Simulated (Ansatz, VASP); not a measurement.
## PtSe2: VASP beside Ansatz

INCAR

```
PREC     = Accurate       # precision mode
ENCUT    = 520            # plane-wave cutoff, eV
EDIFF    = 1E-6           # SCF threshold, eV
ISMEAR   = 0              # smearing method
SIGMA    = 0.15           # smearing width, eV
LREAL    = False          # projectors in reciprocal space
LASPH    = True           # aspherical terms in the spheres
NELM     = 100            # most SCF steps
ALGO     = Normal         # electronic algorithm
ISIF     = 2              # what is computed and relaxed
LWAVE    = False          # write WAVECAR
LCHARG   = True           # write CHGCAR
GGA      = PE             # functional
LELF     = True           # ELF
LVHAR    = True         
NBANDS   = 18             # bands
```

The input KPOINTS:

```
regular mesh
0
Gamma
  12 12 10
```

File POSCAR:

```
PtSe2
1.0
    3.7240006046      0.0000000000      0.0000000000
   -1.8620003023      3.2250791273      0.0000000000
    0.0000000000      0.0000000000      5.2138600000
Pt Se
1 2
Direct
    0.0000000000      0.0000000000      0.0000000000
    0.3333333333      0.6666666667      0.2500000000
    0.6666666667      0.3333333333      0.7500000000
```

Input for Ansatz:

```yaml
crystal:
  lattice:
    - [3.7240006046, 0.0, 0.0]
    - [-1.8620003023, 3.2250791273, 0.0]
    - [0.0, 0.0, 5.21386]
  atoms:
    - { symbol: Pt, position: [0.0, 0.0, 0.0] }
    - { symbol: Se, position: [0.3333333333, 0.6666666667, 0.25] }
    - { symbol: Se, position: [0.6666666667, 0.3333333333, 0.75] }
basis:
  ecutwfc: 420
kpoints:
  mp_grid: { grid: [12, 12, 10] }
hamiltonian:
  xc: pbe
scf:
  occupations: { method: gaussian, width: 0.15 }
output:
  forces: true
  stress: true
  eigenvalues: true
```

Change from the starting cell: strain +0.000 along x and y, +0.030 along z, atoms carried along.

Alike in both runs: task single point; functional PBE; k mesh 12 × 12 × 10; occupations gaussian, width 0.15 eV; no spin polarisation.

|  | VASP | Ansatz |
| --- | --- | --- |
| version | VASP 6.6.1 | Ansatz 0.2.0 |
| potentials or method | VASP PAW PBE potentials, release 64 (Pt, Se) | scalar-relativistic, plane waves, PAW |
| plane-wave cutoff (eV) | 520 | 420 |
| valence electrons in the cell | 22 | 50 |

|  | VASP | Ansatz | Ansatz less VASP |
| --- | --- | --- | --- |
| gap on the k mesh at the Fermi level (eV) | none | none | - |
| pressure (GPa) | 4.1 | 4.1 | +0.02 |
| largest component of the traceless stress (GPa) | 1.48 | 1.47 | -0.008 |
| rms of the force components (eV/Å) | 0.072 | 0.070 | -0.0019 |

Atom by atom the forces differ by 0.002 eV/Å (rms over components). A gap of «none» marks a metal or a gap that the smearing closes. With one functional, cell and mesh, what is left measures potentials, basis and numerics. The two sets of potentials don't hold the same shells in valence.

Spin-orbit coupling is left out, which matters for the levels of Pt.
